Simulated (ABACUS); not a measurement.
The system is BN.

```
N B
1.0
     0.00000    1.81300    1.81300
     1.81300    0.00000    1.81300
     1.81300    1.81300    0.00000
N B
1 1
Direct
  0.25000 0.25000 0.25000
  0.00000 0.00000 0.00000
```

The cell is a database's computed one.

Base run:

- Program: ABACUS 3.10.1
- Functional: AM05
- Potentials or basis: PseudoDojo NC SR 0.4.1 PBEsol standard
- Cutoff: 1143 eV
- Density cutoff: 4572 eV
- Basis: plane waves
- k mesh: 10 × 10 × 10
- Occupations: fermi-dirac, width 0.05 eV
- Spin: no spin polarisation

Its results: band gap on the k mesh 4.33 eV, indirect (least direct gap 8.76 eV); pressure -6.7 GPa.

Q: The run is repeated on the same cell with these changes: functional from AM05 to PBE; potentials or basis from PseudoDojo NC SR 0.4.1 PBEsol standard to GBRV ultrasoft 1.5 PBE; cutoff from 1143 eV to 544 eV; density cutoff from 4572 eV to 4354 eV. What comes out?

A: Band gap on the k mesh 4.46 eV, indirect (least direct gap 8.78 eV); pressure -0.5 GPa.

Caveats: the potentials were made for another functional, which shifts forces and pressure (some runs).

A k mesh can miss the band edges.
